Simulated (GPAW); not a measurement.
# Ta2N (P-3m1) in GPAW: further runs

Aim: see how the results for Ta2N move with the level of theory and the settings. Levels: PBE, PBEsol. Tasks: single point.

Program: GPAW 26.7.0. These are calculated values, not measurements. Logs are shortened: lines on timing, memory, paths and dates and some standing lists are left out, and cuts for length are marked. The log counts tension as positive stress, the text compression.

## (1) Starting point

Symmetry: P-3m1, No. 164, trigonal system. The conventional cell has a = 3.113 Å, b = 3.113 Å, c = 4.870 Å, α = 90.00°, β = 90.00°, γ = 120.00°. Ta (site symmetry 3m) is surrounded by 3 N at 2.18 Å. N (site symmetry -3m) is surrounded by 6 Ta at 2.18 Å.

The cell comes from a database or a generator and needn't be the stable form of this composition.

## (2) Single point, PBE

File run.py:

```python
from ase.dft.bandgap import bandgap
from ase.io import read, write
from ase.units import GPa
from gpaw import GPAW, PW

atoms = read('POSCAR')

calc = GPAW(mode=PW(800),
            xc='PBE',
            kpts={'size': (10, 10, 6), 'gamma': True},
            occupations={'name': 'methfessel-paxton', 'order': 0, 'width': 0.05},
            nbands=30,
            convergence={'density': 1e-05, 'energy': 1e-05},
            maxiter=150,
            txt='gpaw.txt')
atoms.calc = calc
energy = atoms.get_potential_energy()
forces = atoms.get_forces()
stress = atoms.get_stress()
calc.write('gs.gpw')
write('result.traj', atoms)
print(f'Energy: {energy:.6f} eV')
print('Forces (eV/A):')
print(forces.round(4))
print('Stress (GPa):', (stress / GPa).round(3))
print('Fermi level:', round(calc.get_fermi_level(), 4), 'eV')
print(f'Gap: {bandgap(calc)[0]:.4f} eV, direct: {bandgap(calc, direct=True)[0]:.4f} eV')
```

File POSCAR:

```
Ta2N
1.0
    3.1128615060      0.0000000000      0.0000000000
   -1.5564307530      2.6958171426      0.0000000000
    0.0000000000      0.0000000000      4.8698410000
Ta N
2 1
Direct
    0.3333333333      0.6666666667      0.2547110000
    0.6666666667      0.3333333333      0.7452890000
    0.0000000000      0.0000000000      0.0000000000
```

Potentials or basis: GPAW PAW data sets (gpaw-data 1.2.1), pw.

Launch:

```
$ OMP_NUM_THREADS=1 python run.py
```

gpaw.txt:

```text
__  _  _
 | _ |_)|_||  |
 |__||  | ||/\| - 26.7.0

Input parameters:
  mode=PW(ecut=800.0),
  convergence={'density': 1e-05, 'energy': 1e-05},
  kpts=MonkhorstPack(size=(10, 10, 6), gamma=True),
  maxiter=150,
  nbands=30,
  occupations=Occupations(name='methfessel-paxton', order=0, width=0.05),
  xc=XC(name='PBE')

Diagonalizing LCAO Hamiltonian
Converting LCAO to pw mode

            Ta

         Ta

       N

Atoms  # Å, Bohr magnetons
|   | symbol |         x |        y |        z |    initial magnetic moments |
|---|--------|-----------|----------|----------|-----------------------------|
| 0 |     Ta | -0.000000 | 1.797211 | 1.240402 | ( 0.0000,  0.0000,  0.0000) |
| 1 |     Ta |  1.556431 | 0.898606 | 3.629439 | ( 0.0000,  0.0000,  0.0000) |
| 2 |      N |  0.000000 | 0.000000 | 0.000000 | ( 0.0000,  0.0000,  0.0000) |

Unit cell  # Å
| periodic |         x |        y |        z |  lengths |     angles |
|----------|-----------|----------|----------|----------|------------|
|      yes |  3.112862 | 0.000000 | 0.000000 | 3.112862 |  90.000000 |
|      yes | -1.556431 | 2.695817 | 0.000000 | 3.112862 |  90.000000 |
|      yes |  0.000000 | 0.000000 | 4.869841 | 4.869841 | 120.000000 |

Number of symmetries: 12
Symmetry operations  # r_c * U_cc + t_c -> r_c
|    | kind |            matrix            |
|----|------|------------------------------|
|  0 |  σ   |  1, 1, 0,  0,-1, 0,  0, 0, 1 |
|  1 |  S6  |  1, 1, 0, -1, 0, 0,  0, 0,-1 |
|  2 |  E   |  1, 0, 0,  0, 1, 0,  0, 0, 1 |
|  3 |  C2  |  1, 0, 0, -1,-1, 0,  0, 0,-1 |
|  4 |  C2  |  0, 1, 0,  1, 0, 0,  0, 0,-1 |
|  5 |  C3  |  0, 1, 0, -1,-1, 0,  0, 0, 1 |
|  6 |  S6  |  0,-1, 0,  1, 1, 0,  0, 0,-1 |
|  7 |  σ   |  0,-1, 0, -1, 0, 0,  0, 0, 1 |
|  8 |  σ   | -1, 0, 0,  1, 1, 0,  0, 0, 1 |
|  9 |  i   | -1, 0, 0,  0,-1, 0,  0, 0,-1 |
| 10 |  C3  | -1,-1, 0,  1, 0, 0,  0, 0, 1 |
| 11 |  C2  | -1,-1, 0,  0, 1, 0,  0, 0,-1 |

BZ-sampling:
  Number of BZ points: 600
  Number of IBZ points: 72

  Monkhorst-Pack size: [10, 10, 6]
  Monkhorst-Pack shift: [0.05, 0.05, 0.08333333333333333]

K-points  # in reciprocal-cell coordinates
|     |                                coordinates |     weight |
|-----|--------------------------------------------|------------|
|   0 | (  0.00000000,   0.00000000,   0.00000000) | 0.00166667 |
|   1 | (  0.00000000,   0.00000000,   0.16666667) | 0.00333333 |
|   2 | (  0.00000000,   0.00000000,   0.33333333) | 0.00333333 |
|   3 | (  0.00000000,   0.00000000,   0.50000000) | 0.00166667 |
|   4 | (  0.10000000,   0.00000000,  -0.33333333) | 0.01000000 |
|   5 | (  0.10000000,   0.00000000,  -0.16666667) | 0.01000000 |
|   6 | (  0.10000000,   0.00000000,   0.00000000) | 0.01000000 |
|   7 | (  0.10000000,   0.00000000,   0.16666667) | 0.01000000 |
|   8 | (  0.10000000,   0.00000000,   0.33333333) | 0.01000000 |
|   9 | (  0.10000000,   0.00000000,   0.50000000) | 0.01000000 |
| ... |                                            |            |
|  71 | (  0.50000000,   0.50000000,   0.50000000) | 0.00500000 |

Plane wave coefficients: 2113
Cutoff: 800.0 eV

Spin-components: 1 (collinear spins)
Bands:           30
Projectors:      17
Spin-degeneracy: 2
Datatype:        complex128

Parallelization:
  kpt:    1
  domain: 1
  band:   1

Density:
  Valence electrons: 31.0
  Components: 1
  Grid points: [21 21 32]
  Charge: 0.0  # |e|

Potential:
  Grid points: [21 21 32]

species:
  Ta:
    name:    Tantalum
    Z:       73.0
    valence: 13
    core:    60
    charge:  0.0  # [|e|]
    compensation charges:
      type: gauss
      rc: 0.42  # [Å]
      lmax: 2
    cutoffs:
      filter: 2.36  # [Å]
      core: 3.45  # [Å]
    projectors
    | kind |    occ | energy [eV] | rcut [Å] |
    |------|--------|-------------|----------|
    |   5s |  2.000 |     -72.790 |    1.365 |
    |   6s |  2.000 |      -5.429 |    1.365 |
    |   5p |  6.000 |     -39.427 |    1.349 |
    |   6p |  0.000 |      -1.396 |    1.349 |
    |   5d |  3.000 |      -3.603 |    1.307 |
    |    d |        |      23.609 |    1.307 |

    Using partial waves for Ta as LCAO basis

  N:
    name:    Nitrogen
    Z:       7.0
    valence: 5
    core:    2
    charge:  0.0  # [|e|]
    compensation charges:
      type: gauss
      rc: 0.18  # [Å]
      lmax: 2
    cutoffs:
      filter: 1.11  # [Å]
      core: 0.96  # [Å]
    projectors
    | kind |    occ | energy [eV] | rcut [Å] |
    |------|--------|-------------|----------|
    |   2s |  2.000 |     -18.583 |    0.603 |
    |   2p |  3.000 |      -7.089 |    0.529 |
    |    s |        |       8.629 |    0.603 |
    |    p |        |      20.123 |    0.529 |
    |    d |        |       0.000 |    0.577 |

    Using partial waves for N as LCAO basis

Reference energy: -849826.604306  # eV

eigensolver:
  PPCG
  Converge bands: occupied
  niter=2

density mixing:
  MSR1-Mixer
  Pratt-step length: 0.05
  Maximum mixing coefficient: 0.75
  Old densities: 10
  SVD Regularization: 0.005
  Good broyden scale: 1.0
  Trust region scale: 1.0
  Backstep threshold: 4.0
  History deletion threshold: 6.0
  Fourier metric: weight=20.0, sigma=0.015

occupation numbers:
  Methfessel-Paxton:
    width: 0.0500  # eV
    order: 0

poisson solver:
  ecut: 6400.0  # eV

xc functional:
  name: PBE with 2 nearest neighbor stencil

convergence criteria:
- Maximum integral of absolute [dens]ity change: 1e-05 electrons / valence electron
- Maximum [total energy] change in last 3 cyles: 1e-05 eV / valence electron
- Maximum integral of absolute [eigenst]ate change: 4e-08 eV^2 / valence electron
maximum number of iterations: 150

SCF iterations
|iter     | |      energy | eigst |  dens |
|---------|-|-------------|-------|-------|
|iter:   1| |  -32.183051 | +0.11 |       |
|iter:   2| |  -31.694851 | -2.22 | -1.05 |
|iter:   3| |  -30.583524 | -1.59 | -1.10 |
|iter:   4| |  -30.578038 | -2.75 | -1.65 |
|iter:   5| |  -30.584037 | -3.21 | -1.93 |
|iter:   6| |  -30.584797 | -3.94 | -2.34 |
|iter:   7| |  -30.584888 | -5.12 | -3.01 |
|iter:   8| |  -30.584891c| -6.96 | -3.87 |
|iter:   9| |  -30.584891c| -7.72c| -4.32 |
|iter:  10| |  -30.584891c| -8.61c| -5.25c|

Converged in 10 steps
Energy contributions relative to reference atoms: (reference = -849826.604306)

Energy contributions:
  Kinetic:          24.398824
  Coulomb:         -27.269101
  Zero:             -0.332788
  External:          0.000000
  Xc:              -27.380315
  Entropy:          -0.003022
  Spinorbit:         0.000000
  ----------------------------
  Free energy:     -30.586402
  Extrapolated:    -30.584891

dipole moment: (-3.864774, -6.693985, -12.092304)  # |e|*Ang

Fermi level: 13.386
Eigenvalues  # (at kpt = [0.000, 0.000, 0.000])
| band index |      eig [eV] | occ [0-2] |
|------------|---------------|-----------|
|          0 |       -55.100 |     2.000 |
|        ... |               |           |
|          8 |        -4.002 |     2.000 |
|          9 |         5.031 |     2.000 |
|         10 |         7.366 |     2.000 |
|         11 |         7.366 |     2.000 |
|         12 |         8.446 |     2.000 |
|         13 |        12.737 |     2.000 |
[... 8 lines left out ...]
|         22 |        20.074 |     0.000 |
|         23 |        20.074 |     0.000 |
|        ... |               |           |
|         29 |        30.996 |     0.000 |

No gap
No difference between direct/indirect transitions

Forces  # eV/Ang
|        x |        y |        z |
|----------|----------|----------|
| -0.00000 | -0.00000 |  0.04550 |  # Ta   0
| -0.00000 | -0.00000 | -0.04550 |  # Ta   1
|  0.00000 |  0.00000 |  0.00000 |  # N    2

Stress tensor  # eV/Ang^3
|         x |         y |         z |
|-----------|-----------|-----------|
|  0.009996 | -0.000000 |  0.000000 |
| -0.000000 |  0.009996 | -0.000000 |
|  0.000000 | -0.000000 |  0.000515 |

# Writing to gs.gpw (mode='')
```

Wall time 83 s (1 thread of Arm Neoverse V1, shared host); peak memory 0.25 GiB.

Results:

```
Free energy            : -30.5864 eV
Pressure               : -1.1 GPa
Largest force          : 0.046 eV/Å
Band gap on the k mesh : none (metal or under the smearing width)
```

Forces in eV/Å, atoms in the order of the input:
```
Ta   0.000  0.000  0.046
Ta   0.000  0.000 -0.046
N    0.000  0.000  0.000
```

Levels at points of the mesh, in eV from the Fermi level:
```
           k point  band 12  band 13  band 14  band 15  band 16  band 17  band 18  band 19  band 20  band 21
(0.00, 0.00, 0.00)    -6.02    -4.94    -0.65    -0.23    -0.23     0.26     0.28     0.28     1.15     1.15
(0.00, 0.00, 0.50)    -6.19    -2.84    -2.64    -1.11    -1.11     1.77     1.91     2.28     2.28     2.61
(0.50, 0.50, 0.00)    -6.33    -4.51    -2.61    -1.38     1.75     1.87     3.68     3.96     4.18     4.21
(0.50, 0.50, 0.50)    -6.07    -3.26    -2.16    -2.10    -0.28     0.72     3.26     3.49     3.96     4.37
```

The run has no spin-orbit coupling, so splittings on Ta are missing.

## (3) Single point, PBEsol

File run.py:

```python
from ase import Atoms
from ase.dft.bandgap import bandgap
from ase.io import write
from ase.units import Bohr, GPa
from gpaw import GPAW, PW, setup_paths
from gpaw.elf import elf_from_dft_calculation

setup_paths.insert(0, '.')

atoms = Atoms(['Ta', 'Ta', 'N'],
              cell=[[3.112861506, 0.0, 0.0],
                    [-1.556430753, 2.6958171426, 0.0],
                    [0.0, 0.0, 4.869841]],
              scaled_positions=[[0.3333333333, 0.6666666667, 0.254711],
                                [0.6666666667, 0.3333333333, 0.745289],
                                [0.0, 0.0, 0.0]],
              pbc=True)

calc = GPAW(mode=PW(800),
            xc='PBEsol',
            kpts={'size': (10, 10, 6), 'gamma': True},
            occupations={'name': 'methfessel-paxton', 'order': 0, 'width': 0.02},
            nbands=30,
            convergence={'density': 1e-05, 'energy': 1e-05},
            maxiter=150,
            txt='gpaw.txt')
atoms.calc = calc
energy = atoms.get_potential_energy()
forces = atoms.get_forces()
stress = atoms.get_stress()
calc.write('gs.gpw')
write('result.traj', atoms)
print(f'Energy: {energy:.6f} eV')
print('Forces (eV/A):')
print(forces.round(4))
print('Stress (GPa):', (stress / GPa).round(3))
print('Fermi level:', round(calc.get_fermi_level(), 4), 'eV')
print(f'Gap: {bandgap(calc)[0]:.4f} eV, direct: {bandgap(calc, direct=True)[0]:.4f} eV')

# fields on the real-space grid
write('density.cube', atoms, data=calc.get_pseudo_density() * Bohr**3)
write('potential.cube', atoms, data=calc.get_electrostatic_potential())
write('elf.cube', atoms, data=elf_from_dft_calculation(calc).data)
```

Potentials or basis: PAW data sets generated in the run's folder for this functional, pw.

Launch:

```
$ gpaw-setup -f PBEsol N Ta
$ OMP_NUM_THREADS=1 python run.py
```

It took 88 s on 1 thread of Arm Neoverse V1, shared host; peak memory 0.25 GiB.

It converged, with:

| Item | Value |
| --- | --- |
| Free energy | -32.6360 eV |
| Pressure | -9.0 GPa |
| Largest force | 0.243 eV/Å |
| Band gap on the k mesh | none (metal or under the smearing width) |

Forces on the atoms (eV/Å):
```
Ta   0.000  0.000 -0.243
Ta   0.000  0.000  0.243
N    0.000  0.000  0.000
```

Stress tensor (GPa, compression positive):
```
-9.46  0.00  0.00
 0.00 -9.46  0.00
 0.00  0.00 -8.23
```

Levels at points of the mesh, in eV from the Fermi level:
```csv
k point,band 14,band 15,band 16,band 17,band 18,band 19
"(0.00, 0.00, 0.00)",-0.66,-0.24,-0.24,0.27,0.27,0.31
"(0.00, 0.00, 0.50)",-2.61,-1.11,-1.11,1.80,1.92,2.27
"(0.50, 0.50, 0.00)",-2.58,-1.34,1.77,1.89,3.69,3.96
"(0.50, 0.50, 0.50)",-2.12,-2.08,-0.25,0.72,3.26,3.51
```

The run has no spin-orbit coupling, so splittings on Ta are missing.

## (4) Single point, PBEsol

Changes to run.py since step 3:

```diff
@@ -3,5 +3,4 @@
 from ase.io import write
-from ase.units import Bohr, GPa
+from ase.units import GPa
 from gpaw import GPAW, PW, setup_paths
-from gpaw.elf import elf_from_dft_calculation
 
@@ -21,3 +20,3 @@
             kpts={'size': (10, 10, 6), 'gamma': True},
-            occupations={'name': 'methfessel-paxton', 'order': 0, 'width': 0.02},
+            occupations={'name': 'methfessel-paxton', 'order': 0, 'width': 0.05},
             nbands=30,
@@ -38,6 +37 @@
 print(f'Gap: {bandgap(calc)[0]:.4f} eV, direct: {bandgap(calc, direct=True)[0]:.4f} eV')
-
-# fields on the real-space grid
-write('density.cube', atoms, data=calc.get_pseudo_density() * Bohr**3)
-write('potential.cube', atoms, data=calc.get_electrostatic_potential())
-write('elf.cube', atoms, data=elf_from_dft_calculation(calc).data)
```

Launch:

```
$ gpaw-setup -f PBEsol N Ta
$ OMP_NUM_THREADS=1 python run.py
```

It took 88 s on 1 thread of Arm Neoverse V1, shared host; peak memory 0.25 GiB.

The run converged. Its results:

| Item | Value |
| --- | --- |
| Free energy | -32.6374 eV |
| Pressure | -9.0 GPa |
| Largest force | 0.252 eV/Å |
| Band gap on the k mesh | none (metal or under the smearing width) |

Forces on the atoms (eV/Å):
```
Ta   0.000  0.000 -0.252
Ta   0.000  0.000  0.252
N    0.000  0.000  0.000
```

Stress tensor (GPa, compression positive):
```
-9.36  0.00  0.00
 0.00 -9.36  0.00
 0.00  0.00 -8.40
```

Levels at points of the mesh, in eV from the Fermi level:
```tsv
k point	band 12	band 13	band 14	band 15	band 16	band 17	band 18	band 19	band 20	band 21
(0.00, 0.00, 0.00)	-6.01	-4.90	-0.66	-0.24	-0.24	0.27	0.27	0.30	1.16	1.16
(0.00, 0.00, 0.50)	-6.18	-2.83	-2.61	-1.12	-1.12	1.79	1.91	2.27	2.27	2.62
(0.50, 0.50, 0.00)	-6.32	-4.51	-2.58	-1.34	1.77	1.89	3.69	3.96	4.20	4.22
(0.50, 0.50, 0.50)	-6.06	-3.27	-2.13	-2.08	-0.25	0.72	3.26	3.51	3.97	4.39
```

## (5) The runs side by side

```csv
level,potentials or basis,smearing,gap on the mesh (eV),pressure (GPa),largest force (eV/Å)
PBE,"GPAW PAW data sets (gpaw-data 1.2.1), pw",gaussian 0.05 eV,none,-1.1,0.05
PBEsol,"PAW data sets generated in the run's folder for this functional, pw",gaussian 0.02 eV,none,-9.0,0.24
PBEsol,"PAW data sets generated in the run's folder for this functional, pw",gaussian 0.05 eV,none,-9.0,0.25
```

Alike in all rows: task single point; no spin polarisation; cell as given; k mesh 10 × 10 × 6; cutoff (eV) 800.

Total energies depend on the potentials used, so only differences within one code and one set of settings carry meaning.
